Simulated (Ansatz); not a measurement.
# Zone-centre phonons of TiAl2: input and output

Level of theory: DFT PBEsol, scalar-relativistic, plane waves, PAW in Ansatz.

Launched with:
```bash
ansatz run input.yaml --threads 2 --pin off --max-ram 6144MiB --backend cpu --events-out ev --progress --plain --runs-dir out
```

Input (bare energies are in eV):
```yaml
crystal:
  lattice:
    - [1.9536125398, -6.0312110521, 0.0]
    - [1.9536125398, 6.0312110521, 0.0]
    - [0.0, 0.0, 3.9678238904]
  atoms:
    - { symbol: Ti, position: [0.6562904827, 0.3437095173, 0.0] }
    - { symbol: Ti, position: [0.3437095173, 0.6562904827, 0.0] }
    - { symbol: Al, position: [0.0, 0.0, 0.0] }
    - { symbol: Al, position: [0.8271358965, 0.1728641035, 0.5] }
    - { symbol: Al, position: [0.1728641035, 0.8271358965, 0.5] }
    - { symbol: Al, position: [0.5, 0.5, 0.5] }
basis:
  ecutwfc: 420
kpoints:
  mp_grid: { grid: [10, 10, 10] }
hamiltonian:
  xc: pbesol
scf:
  occupations: { method: fermi_dirac, width: 0.15 }
output:
  eigenvalues: true
phonons:
  method: dfpt
  eigenvectors: true
```

The end of the output:
```
--- Phonons (Γ-DFPT): 12 representative perturbations + reference, on 186 of 1000 k-points (Σ response iterations 36) ---
  k mesh reduced under 4 symmetry operations, with k and −k counted as one. Each operation leaves every solved displacement unchanged or reverses it
  ASR residual: 1.482e-3 → 0.000e0 eV/Å²; symmetrization residual: 4.072e-6 eV/Å²
  ASR residual per site (eV/Å²): 1.48e-3 1.48e-3 1.89e-5 6.25e-5 6.25e-5 7.43e-5
  Γ frequencies (cm⁻¹): 0.00 0.00 0.00 219.80 232.74 236.32 242.70 242.97 257.59 282.40 291.39 307.30 308.54 314.70 330.36 339.43 356.04 356.24
  non-analytic LO–TO correction: not included (Born effective charges unavailable; polar crystals: no LO–TO splitting at Γ)
```

It took 13 min on 2 threads of Intel(R) Xeon(R) Processor @ 2.50GHz (Skylake/Cascade Lake) (shared host), peak memory 1.8 GiB.

In a metal, frequencies and elastic constants depend on the k mesh and the smearing, soft modes and shear constants most.